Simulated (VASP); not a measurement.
# From an Ansatz input to VASP: GaP (zincblende)

Ansatz input

```yaml
crystal:
  lattice:
    - [0.0, 2.7530041236, 2.7530041236]
    - [2.7530041236, 0.0, 2.7530041236]
    - [2.7530041236, 2.7530041236, 0.0]
  atoms:
    - { symbol: Ga, position: [0.0, 0.0, 0.0] }
    - { symbol: P, position: [0.25, 0.25, 0.25] }
kpoints:
  mp_grid: { grid: [8, 8, 8] }
hamiltonian:
  xc: lda
scf:
  occupations: { method: fermi_dirac, width: 0.02 }
relax:
  f_tol: 0.005
  cell: {}
```

Q: Translate this input to VASP.

A: 

INCAR

```
SIGMA = 0.02
EDIFF = 1E-7
IBRION = 2
LREAL = .FALSE.
ENCUT = 600
ISMEAR = -1
LCHARG = .FALSE.
LWAVE = .FALSE.
NELM = 120
ISIF = 3
NSW = 40
EDIFFG = -5E-3
GGA = CA
NBANDS = 16
PREC = Accurate
LASPH = .TRUE.
```

KPOINTS

```
KPOINTS created by Atomic Simulation Environment
0
Gamma
8 8 8
0 0 0
```

POSCAR

```
Ga P
 1.0000000000000000
     0.0000000000000000    2.7530041236040614    2.7530041236040614
     2.7530041236040614    0.0000000000000000    2.7530041236040614
     2.7530041236040614    2.7530041236040614    0.0000000000000000
 Ga  P
   1   1
Cartesian
  0.0000000000000000 -0.0000000000000000  0.0000000000000000
  1.3765020618020307  1.3765020618020307  1.3765020618020307
```

VASP ran with the recommended LDA PAW datasets (18 valence electrons in the cell). Other inputs would serve too.

|  | Ansatz | VASP |
| --- | --- | --- |
| relaxed cell vector lengths | 3.812, 3.812, 3.812 Å | 3.814, 3.814, 3.814 Å |
| relaxed cell volume | 39.18 Å³ | 39.22 Å³ |

Datasets and cutoffs are each program's own. VASP's cell holds 18 valence electrons and Ansatz's 18. LDA means the Perdew–Zunger form with relativistic exchange in VASP and the Perdew–Wang form in Ansatz.
